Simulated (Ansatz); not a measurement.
## Eigenvalues along a path: W (beta tin type)

```
W
1.0
    -2.15564    2.15564    1.13745
     2.15564   -2.15564    1.13745
     2.15564    2.15564   -1.13745
W
2
Cartesian
  0.0000 -1.0778 -0.2844
  0.0000 1.0778 0.2844
```

The cell comes from a relaxation on PAW files under the same functional, begun from a prototype that needn't be the stable phase.

Computed with Ansatz 0.2.0; functional PBE, scalar-relativistic. Settings: a Γ-centred 16×16×16 k mesh, Fermi–Dirac smearing of 0.05 eV, no spin polarisation. Methods: PAW: frozen-core files, cutoff 420 eV.

This run: volume at 0.6 of the series' base cell.

Spin–orbit coupling is left out, which matters for the heavy atoms.

Path points, in fractions of the reciprocal vectors: Γ (0.000, 0.000, 0.000), X (0.000, 0.000, 0.500), M (-0.500, 0.500, 0.500), Z (0.320, 0.320, -0.320), Z0 (-0.320, 0.680, 0.320), P (0.250, 0.250, 0.250). The distance column jumps between branches of the path. Levels in eV from the Fermi level; bands 9 to 16, counted from the lowest band of the run. The gap is zero, the pressure 330.5 GPa.

```
# k(1/Å) point b9 b10 b11 b12 b13 b14 b15 b16
0.000 Γ -11.33 -11.12 -7.27 -6.39 -5.36 2.46 2.46 2.84
0.258 - -10.80 -10.66 -6.87 -6.54 -5.51 2.70 2.88 3.18
0.515 - -9.46 -9.36 -6.85 -5.72 -5.69 3.23 3.81 3.89
0.773 - -8.18 -7.84 -6.72 -5.34 -3.90 1.23 2.04 3.54
1.031 X -7.73 -7.73 -5.29 -5.29 -1.54 -1.54 1.31 1.31
1.288 - -7.68 -7.68 -5.05 -5.05 -2.19 -2.19 2.25 2.25
1.546 - -7.62 -7.62 -4.64 -4.64 -2.58 -2.58 3.60 3.60
1.803 - -7.67 -7.67 -4.67 -4.67 -1.43 -1.43 2.77 2.77
2.061 M -7.72 -7.72 -4.73 -4.73 0.23 0.23 1.04 1.04
2.425 - -8.14 -7.27 -5.11 -3.79 -3.73 -0.16 1.83 3.73
2.790 - -9.09 -7.61 -7.00 -5.63 -3.35 0.11 3.28 3.38
3.154 - -10.43 -10.20 -6.66 -6.40 -5.58 2.73 3.01 3.39
3.518 Γ -11.33 -11.12 -7.27 -6.39 -5.36 2.46 2.46 2.84
3.960 - -10.47 -9.96 -6.84 -3.63 -3.27 -2.98 -2.98 4.46
4.401 - -8.59 -7.36 -7.04 -7.04 -5.67 1.56 1.56 1.69
4.843 - -8.61 -8.61 -5.74 -4.54 -4.52 -0.14 -0.14 1.93
5.284 Z -7.54 -7.54 -4.51 -3.02 -2.60 -0.36 0.39 0.39
6.932 Z0 -7.54 -7.54 -4.51 -3.02 -2.60 -0.36 0.39 0.39
7.181 - -5.90 -5.90 -5.00 -3.59 -1.98 -1.14 1.07 1.56
7.430 - -5.82 -4.96 -3.74 -3.69 -3.69 -2.63 -0.13 2.34
7.679 - -7.09 -6.85 -4.50 -4.36 -1.25 -1.25 0.52 1.61
7.928 M -7.72 -7.72 -4.73 -4.73 0.23 0.23 1.04 1.04
8.959 X -7.73 -7.73 -5.29 -5.29 -1.54 -1.54 1.31 1.31
9.304 - -6.80 -6.80 -5.11 -5.11 -1.91 -1.91 0.44 0.44
9.649 - -6.97 -6.97 -5.30 -5.30 -1.01 -1.01 0.64 0.64
9.994 - -8.03 -8.03 -6.86 -6.86 -0.46 -0.46 3.89 3.89
10.340 P -8.52 -8.52 -7.53 -7.53 -0.16 -0.16 4.77 4.77
```
